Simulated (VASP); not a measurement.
Input of a VASP 6.6.1 run:

File INCAR:

```
PREC = Accurate
ENCUT = 520
EDIFF = 1E-7
ISMEAR = 0
SIGMA = 0.1
LREAL = False
LASPH = True
NELM = 80
ALGO = Normal
ISIF = 2
LWAVE = False
LCHARG = False
GGA = PS
NBANDS = 8
```

Contents of KPOINTS:

```
regular mesh
0
Gamma
  16 16 16
```

POSCAR

```
As
1.0
    2.7170920059      0.0000000000      0.0000000000
    0.0000000000      2.7170920059      0.0000000000
    0.0000000000      0.0000000000      2.7170920059
As
1
Direct
    0.5000000000      0.5000000000      0.5000000000
```

Potentials or basis: VASP PAW PBE potentials, release 64 (As).

The run is started by

```console
$ cat potpaw_PBE.64/As/POTCAR > POTCAR
$ mpirun -np 1 vasp_std > vasp.out
```

**Question.** What does it give for the pressure?

**Answer.** -2.4 GPa.

**Question.** Predict the band gap on the k mesh.

**Answer.** None (metal or under the smearing width).

Caveat: the PAW data sets were made with another functional, which shifts forces and pressure a little.
